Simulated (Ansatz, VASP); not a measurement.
**One calculation of Ti, two programs**

```
CELL_PARAMETERS angstrom
-1.64100 1.64100 1.64100
1.64100 -1.64100 1.64100
1.64100 1.64100 -1.64100
ATOMIC_POSITIONS crystal
Ti 0.00000 0.00000 0.00000
```

This isn't the form of Ti at room conditions, which is hcp.

Alike in both runs: task single point; functional PBE; k mesh 11 × 11 × 11; occupations gaussian, width 0.021 eV; no spin polarisation.

```csv
,VASP,Ansatz
version,VASP 6.6.1,Ansatz 0.2.0
potentials or method,"VASP PAW PBE potentials, release 64 (Ti_sv)",Ansatz PAW
plane-wave cutoff (eV),520,420
valence electrons in the cell,12,12
```

```tsv
	VASP	Ansatz	Ansatz less VASP
gap on the k mesh at the Fermi level (eV)	none	none	-
pressure (GPa)	-3.1	-2.9	+0.24
```

A gap of «none» marks a metal or a gap that the smearing closes.
